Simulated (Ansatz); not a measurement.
Run this with the Ansatz DFT code, driven from Python and show what comes out.

The script, `rbcl.py`:
```python
'''Localising the top valence bands of RbCl.'''

from dataclasses import dataclass
from pathlib import Path

import ansatz
import tomllib


@dataclass
class RunConfig:
    xc: str = 'pbe'
    k_density: float = 2.5
    smearing: str = 'fixed'


settings = RunConfig()

rbcl = (
    ansatz.Lattice.from_parameters(4.630135, 4.630135, 4.630135, alpha=60.0, beta=60.0, gamma=60.0)
    .atom('Rb', (0.0, 0.0, 0.0))
    .atom('Cl', (0.5, 0.5, 0.5))
)

setup = rbcl.calculation()
setup = setup.functional(settings.xc).basis(38 * ansatz.Ry)
setup = setup.kpoints(density=settings.k_density).occupations(settings.smearing)
setup = setup.wannier(mesh=(4, 4, 4), projections=[ansatz.TrialShell('Cl', 'p')], minimise=True)
result = setup.run(threads=1, backend='cpu', runs_dir='w90')
spreads = tomllib.loads(Path(result.output_folder, 'results', 'wannier.spreads.toml').read_text())
print('converged:', spreads['converged'], 'in', spreads['n_iter'], 'steps; least projectability', round(spreads['least_projectability'], 3))
print('invariant, diagonal, off-diagonal spread (A^2):', *(round(spreads[k], 4) for k in ('omega_i_ang2', 'omega_d_ang2', 'omega_od_ang2')))
for function in spreads['wannier']:
    print('centre', [round(v, 3) for v in function['r']], 'spread', round(function['spread'], 4))
```

Running `python rbcl.py` prints:
```text
converged: True in 17 steps; least projectability 0.978
invariant, diagonal, off-diagonal spread (A^2): 4.5349 0.0 0.0116
centre [4.63, 2.673, 1.89] spread 1.5155
centre [4.63, 2.673, 1.89] spread 1.5155
centre [4.63, 2.673, 1.89] spread 1.5155
```

The structure is a deposited one; some such entries were measured under pressure or heat, so a shift against it needn't be the functional's error alone. Timing: 1.9 s on 1 thread of Arm Neoverse V2 (shared host), peak memory 0.34 GiB.
